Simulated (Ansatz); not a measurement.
## RbBr: excitons and shallow donors from band masses and screening

Method: DFT PBE, scalar-relativistic, plane waves, PAW in Ansatz.

Cutoff 420 eV; k points 6×6×6 on the computed 2-atom cell (Γ-centred); Gaussian smearing, width 0.02 eV; no spin polarisation.

Relaxed cell: Fm-3m, a = 7.017 Å, b = 7.017 Å, c = 7.017 Å, α = 90.00°, β = 90.00°, γ = 90.00°, 2 atoms in the primitive cell.

The calculation gives a Kohn–Sham gap of 4.19 eV, an electron mass of 0.386 mₑ and a hole mass of 1.54 mₑ (harmonic means over x, y, z and over the bands degenerate at each edge), and ε∞ = 2.72 (independent particles, mean of the diagonal).

Q: Estimate the binding energy and radius of a Wannier–Mott exciton and of a shallow donor, and say whether the hydrogenic model can hold.

A: The reduced mass is μ = mₙmₕ/(mₙ + mₕ) = 0.309 mₑ, with mₙ and mₕ the band masses. With E_b = 13.606 eV × μ/ε² and a = 0.529 Å × ε/μ (μ in mₑ) the exciton has E_b = 567 meV and a = 4.7 Å. For a donor μ is the electron mass: 709 meV and 3.7 Å. The radius isn't large against the shortest lattice vector (4.96 Å), so the continuum picture is doubtful and the numbers are only a scale. In a polar crystal the ions screen too, so a state bound more weakly than an optical phonon feels the larger static constant, which lowers the energy and widens the orbit. The other way, the small Kohn–Sham gap and the missing local fields make ε∞ too large and the masses tend to be too light, which underbinds.

Cost: 4 runs of about 0.44 core-minutes in all, on Arm Neoverse V2 (shared hosts).